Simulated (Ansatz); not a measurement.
**SrO (PbO type): other levels of theory at one geometry**

One table from this session's results is given with a row withheld; the runs are named, their logs left out.

Method: DFT at several levels, plane waves, PAW, in Ansatz 0.2.0.

1 further run of the same task is left out (set aside as unsound or not needed). Runs told in other sessions of the task aren't counted.

## The starting structure

The structure is tetragonal, space group P4/nmm (No. 129). Conventional cell: a = 4.486 Å, b = 4.486 Å, c = 3.597 Å, α = 90.00°, β = 90.00°, γ = 90.00°. Sr (site symmetry 4mm) is surrounded by 4 O at 2.44 Å. O (site symmetry -4m2) has 4 Sr at 2.44 Å in its first shell of neighbours.

Structure file:

```
CELL_PARAMETERS angstrom
4.48637 0.00000 0.00000
0.00000 4.48637 0.00000
0.00000 0.00000 3.59663
ATOMIC_POSITIONS crystal
Sr 0.50000 0.00000 0.27037
Sr 0.00000 0.50000 0.72963
O 0.00000 0.00000 0.00000
O 0.50000 0.50000 0.00000
```

An earlier run at PBE left this cell at 18.098 Å³/atom and 0.02 GPa (8×8×10 mesh), gap on the mesh 2.53 eV.

Levels to run: PBE+SOC; r²SCAN; PBEsol; LDA; HSE06. Hardware: 2 threads of Arm Neoverse V1, shared host.

Set-up of the first run:

input.yaml

```yaml
crystal:
  lattice:
    - [4.4863742577, 0.0, 0.0]
    - [0.0, 4.4863742577, 0.0]
    - [0.0, 0.0, 3.5966252849]
  atoms:
    - { symbol: Sr, position: [0.5, 0.0, 0.2703680608] }
    - { symbol: Sr, position: [0.0, 0.5, 0.7296319392] }
    - { symbol: O, position: [0.0, 0.0, 0.0] }
    - { symbol: O, position: [0.5, 0.5, 0.0] }
basis:
  ecutwfc: 420
  ecutrho_ratio: 4
kpoints:
  mp_grid: { grid: [8, 8, 10] }
hamiltonian:
  xc: pbe
scf:
  occupations: { method: gaussian, width: 0.05 }
output:
  forces: true
  stress: true
  eigenvalues: true
  populations: true
  dos: { projected: true, de: 0.02 }
  write_density: true
  write_potential: true
  elf: true
  volumetric_format: npy
magnetization:
  noncollinear: true
  spin_orbit: true
```

Started as:

```console
ansatz run input.yaml --threads 2 --pin off --max-ram 2662MiB --backend cpu --events-out ev --progress --plain --runs-dir out
```

Steps of the session up to this table: PBE+SOC; r²SCAN; PBEsol; LDA; HSE06.

One table of the session follows, with a row left open; its other results are not shown here.

| level | gap on the mesh (eV) | pressure (GPa) |
| --- | --- | --- |
| PBE | 2.53 | 0.0 |
| LDA | 2.33 | -6.3 |
| PBEsol | 2.41 | -3.4 |
| PBE+SOC | 2.53 | 0.0 |
| r²SCAN | 3.13 | -1.8 |
| HSE06 | ? | ? |

Estimate the missing values for HSE06.

**Answer.** gap on the mesh (eV): 3.87; pressure (GPa): -2.0. In the column «gap on the mesh (eV)» it is the highest.

The pressure runs from -6.3 GPa (LDA) to 0.0 GPa (PBE); a negative pressure means that level wants a smaller cell, a positive one a larger cell. The gap is widest with HSE06 (3.87 eV) and narrowest with LDA (2.33 eV). Total energies of different levels have different zeros and can't be compared.

Caveats from the session: Warnings in the runs' records: stress scf threshold loose, stress exchange threshold loose.
